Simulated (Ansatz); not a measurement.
**Molecular dynamics of TaN**

The input (input.yaml):

```yaml
accuracy: low
crystal:
  lattice:
    - [-3.032839, -5.253031, 0.0]
    - [4.549258, -2.626516, 0.0]
    - [0.0, 0.0, 5.952127]
  atoms:
    - { symbol: Ta, position: [0.520077, 0.33755073, 0.31069322] }
    - { symbol: "N", position: [0.76318149, 0.48108515, 0.05939563] }
    - { symbol: Ta, position: [0.47458878, 0.36396223, 0.79577626] }
    - { symbol: "N", position: [0.75207385, 0.51243723, 0.53143085] }
    - { symbol: Ta, position: [0.26368219, 0.85409491, 0.27526684] }
    - { symbol: "N", position: [0.48825166, -0.02714823, 0.05622078] }
    - { symbol: Ta, position: [0.2443036, 0.8154617, 0.78868198] }
    - { symbol: "N", position: [0.50314046, -0.01038953, 0.56231032] }
    - { symbol: Ta, position: [0.00083946, 0.31415949, 0.30775778] }
    - { symbol: "N", position: [0.27382308, 0.48894181, 0.07217341] }
    - { symbol: Ta, position: [-0.01294234, 0.32445545, 0.77506697] }
    - { symbol: "N", position: [0.23370143, 0.45521405, 0.54675769] }
    - { symbol: Ta, position: [0.75863959, 0.82858833, 0.27239548] }
    - { symbol: "N", position: [-0.01944117, -0.03847248, 0.03706277] }
    - { symbol: Ta, position: [0.74347938, 0.81577846, 0.7905105] }
    - { symbol: "N", position: [0.0004843, -0.01224895, 0.57019644] }
basis:
  ecutwfc: 420.0
kpoints:
  mp_grid: { grid: [2, 2, 2] }
hamiltonian:
  xc: pbesol
  pseudopotentials: { kind: paw, azcp: { folder: soft_1 } }
scf:
  occupations: { method: fermi_dirac, width: 0.17 }
  lower_state_search: "off"
md:
  timestep: 1
  n_steps: 229
  ensemble: nvt_langevin
  temperature: 1600.0
  initial_velocities: maxwell_boltzmann
  seed: 464135
  friction: 0.02
  temperature_schedule:
    - { n_steps: 172, end_temperature: 300.0 }
    - { n_steps: 57, end_temperature: 300.0 }
```

Command:

```bash
$ ansatz run input.yaml --threads 1 --pin off --max-ram 3072MiB --backend cpu --events-out ev --progress --plain --runs-dir out
```

It goes on from the last frame of an earlier run, with new velocities.

Output, in part (step lines):

```
md step     0: t =     0.00 fs  T =  1500.0 K (target 1600.0 K)  F+E_penalty+E_count = -81502.74623573 eV  E_kin = 3.102240 eV  (11 SCF iters)
md step     1: t =     1.00 fs  T =  1446.2 K (target 1596.2 K)  F+E_penalty+E_count = -81502.69691665 eV  E_kin = 2.990923 eV  (8 SCF iters)
md step     2: t =     2.00 fs  T =  1383.9 K (target 1588.7 K)  F+E_penalty+E_count = -81502.65279491 eV  E_kin = 2.862068 eV  (8 SCF iters)
md step     3: t =     3.00 fs  T =  1383.4 K (target 1581.1 K)  F+E_penalty+E_count = -81502.60948489 eV  E_kin = 2.861184 eV  (8 SCF iters)
md step     4: t =     4.00 fs  T =  1454.3 K (target 1573.5 K)  F+E_penalty+E_count = -81502.56122081 eV  E_kin = 3.007671 eV  (8 SCF iters)
md step     5: t =     5.00 fs  T =  1389.7 K (target 1566.0 K)  F+E_penalty+E_count = -81502.51085833 eV  E_kin = 2.874128 eV  (6 SCF iters)
md step     6: t =     6.00 fs  T =  1590.5 K (target 1558.4 K)  F+E_penalty+E_count = -81502.45534528 eV  E_kin = 3.289337 eV  (5 SCF iters)
md step     7: t =     7.00 fs  T =  1578.3 K (target 1550.9 K)  F+E_penalty+E_count = -81502.38490942 eV  E_kin = 3.264110 eV  (6 SCF iters)
[... lines left out ...]
md step   228: t =   228.00 fs  T =   362.1 K (target 300.0 K)  F+E_penalty+E_count = -81505.11427932 eV  E_kin = 0.748866 eV  (4 SCF iters)
md step   229: t =   229.00 fs  T =   393.6 K (target 300.0 K)  F+E_penalty+E_count = -81505.12863340 eV  E_kin = 0.814131 eV  (6 SCF iters)
```

The steps, from the saved trajectory:

```
time (fs)  T (K)  potential energy less start (eV)
        0   1500                             0.000
        7   1578                             0.361
       14   1397                             0.863
       21   1626                             1.088
       28   1339                             1.280
       35   1807                             0.576
       42   1768                             0.379
       49   1671                             1.062
       56   1500                             0.986
       63   1705                            -0.229
       70   1858                            -0.888
       77   1207                            -0.731
       84   1527                            -0.762
       91   1431                            -0.769
       98   1274                            -0.725
      105    968                            -0.517
      112    953                            -0.475
      119   1061                            -0.626
      126   1141                            -0.743
      133   1021                            -0.718
      140    915                            -0.785
      147    807                            -0.838
      154    870                            -0.953
      161    726                            -1.129
      168    771                            -1.490
      175    814                            -1.800
      182    645                            -1.912
      189    491                            -2.039
      196    524                            -2.178
      203    520                            -2.215
      210    463                            -2.272
      217    405                            -2.284
      224    351                            -2.314
```

The run went to its last step. The schedule's set-point averaged 409 K over the second half and the system 708 K, so it lags behind the ramp. A run of 0.23 ps of so small a system gives no equilibrium averages. Limits of this set-up: coarse k mesh, PAW files made for another functional, low accuracy level.

Mean squared displacements from the first frame to the last, about the centre of mass: Ta 0.02 Å², N 0.04 Å².

Last frame:

```xyz
16
Lattice="-3.0328 -5.2530 0.0000 4.5493 -2.6265 0.0000 0.0000 0.0000 5.9521" Properties=species:S:1:pos:R:3
Ta -0.001 -3.417 1.717
N -0.118 -5.140 0.137
Ta 0.079 -3.394 4.726
N -0.006 -5.043 3.267
Ta 3.058 -3.449 1.617
N -1.550 -2.557 0.192
Ta 3.073 -3.400 4.646
N -1.498 -2.540 3.140
Ta 1.485 -0.730 1.694
N 1.519 -2.491 0.244
Ta 1.511 -0.776 4.718
N 1.505 -2.504 3.120
Ta 1.537 -6.083 1.772
N -0.067 0.115 0.123
Ta 1.552 -5.983 4.727
N 0.056 0.031 3.226
```

Run time: 20 min on 1 thread of Arm Neoverse V2, with other jobs on the host, peak memory 0.54 GiB.
